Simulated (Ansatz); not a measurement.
Crystal: Te2Mo.

```
CELL_PARAMETERS angstrom
3.51820 0.00000 0.00000
-1.75910 3.04685 0.00000
0.00000 0.00000 13.97360
ATOMIC_POSITIONS crystal
Te 0.66667 0.33333 0.37900
Te 0.33333 0.66667 0.87900
Te 0.66667 0.33333 0.12100
Te 0.33333 0.66667 0.62100
Mo 0.66667 0.33333 0.75000
Mo 0.33333 0.66667 0.25000
```

| Item | Value |
| --- | --- |
| Program | Ansatz 0.2.0 |
| Task | relaxation of cell and atoms |
| Functional | r2SCAN |
| Dispersion | rVV10 |
| Potentials or basis | Ansatz PAW |
| Cutoff | 500 eV (not typed: the program's choice for these potentials) |
| k mesh | 9 × 9 × 2 |
| Occupations | fermi-dirac, width 0.05 eV |
| Spin | no spin polarisation |

At the start: volume 24.96 Å³/atom.

Problem. How do energy, volume and symmetry change on relaxing?

Solution. It ends after 5 steps and the volume is 25.68 Å³/atom (+2.9 %); space group P6_3/mmc (No. 194, to 0.05 Å).

The path:
| step | energy change (eV) | largest force (eV/Å) | volume (Å³) |
| --- | --- | --- | --- |
| 1 | 0.0000 | 0.0452 | 149.79 |
| 2 | -0.0107 | 0.1119 | 154.88 |
| 3 | -0.0139 | 0.0120 | 154.08 |
| 4 | -0.0139 | 0.0006 | 154.07 |
| 5 | -0.0149 | 0.0006 | 154.07 |

Final structure:
```cif
data_structure
_symmetry_space_group_name_H-M 'P 1'
_symmetry_Int_Tables_number 1
_cell_length_a 3.5419
_cell_length_b 3.5419
_cell_length_c 14.1814
_cell_angle_alpha 90.000
_cell_angle_beta 90.000
_cell_angle_gamma 120.000
_cell_volume 154.07
loop_
_atom_site_label
_atom_site_type_symbol
_atom_site_fract_x
_atom_site_fract_y
_atom_site_fract_z
_atom_site_occupancy
Te1 Te 0.66667 0.33333 0.37655 1
Te2 Te 0.33333 0.66667 0.87655 1
Te3 Te 0.66667 0.33333 0.12345 1
Te4 Te 0.33333 0.66667 0.62345 1
Mo1 Mo 0.66667 0.33333 0.75000 1
Mo2 Mo 0.33333 0.66667 0.25000 1
```

Caveat: the plane-wave basis is chosen anew once the cell has moved, so the energies of steps on either side of that aren't comparable; the PAW data sets come from PBE, with cores solved anew for the run's functional, which leaves a small shift of forces and pressure.
